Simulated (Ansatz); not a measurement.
MoP2SeS (van der Waals superlattice) (P3m1), computed twice by G0W0.

The structure was built from a prototype and need not be the compound's stable phase.

```cif
data_structure
_symmetry_space_group_name_H-M 'P 1'
_symmetry_Int_Tables_number 1
_cell_length_a 3.2246
_cell_length_b 3.2246
_cell_length_c 11.1299
_cell_angle_alpha 90.000
_cell_angle_beta 90.000
_cell_angle_gamma 120.000
_cell_volume 100.22
loop_
_atom_site_label
_atom_site_type_symbol
_atom_site_fract_x
_atom_site_fract_y
_atom_site_fract_z
_atom_site_occupancy
Mo1 Mo 0.33333 0.66667 0.31681 1
S2 S 0.66667 0.33333 0.45433 1
Se3 Se 0.66667 0.33333 0.16352 1
P4 P 0.66667 0.33333 0.82997 1
P5 P 0.33333 0.66667 0.71761 1
```

The structure was relaxed with PBE-D3(BJ). The runs that relaxed it are not among those shown.

The first (Ansatz 0.2.0; start PBE, 9×9×2 mesh, 418 empty bands, screening to 150 eV, PAW set soft_1 files; 1 × NVIDIA H100 80GB HBM3 (shared by 6 runs) with 3 threads of AMD EPYC 7R13 (Zen 3), shared host) gave, on its mesh: starting gap 0.63 eV, G0W0 gap 0.98 eV, RPA ε∞ (mean) 11.28, 1.7 min.

Q: The second changes empty bands from 418 to 105 and screening cutoff (eV) from 150.0 to 60. What does it give?

It gave: starting gap 0.63 eV, G0W0 gap 0.78 eV, RPA ε∞ (mean) 11.61, 39 s. The G0W0 gap moves by −0.20 eV, +0.00 eV from the start and −0.20 eV from the correction. Σc changes by +0.49 eV at the valence top and +0.29 eV at the conduction bottom, and Σx − Vxc between them by +0.00 eV.

Limits: not at the basis limit; no spin-orbit coupling; coarse k mesh.

[Paths, hosts, dates, memory and timing lines, banners, echoed tables and standing remarks are left out of the program output.]

[Logs are printed without paths, hosts, clocks, repeated set-up lines and the standing remarks that a program may print on its own settings, such as how far it seeks lower states.]

[Runs of the session that timed out or met a known fault of the program may be left out.]

[Cells called generated may have been cut or substituted from an entry of the Crystallography Open Database or the Materials Project.]

[Hosts, paths, dates, database ids (printed as entryN), source tags and the programs' standing remarks are cut or masked in the printed files.]
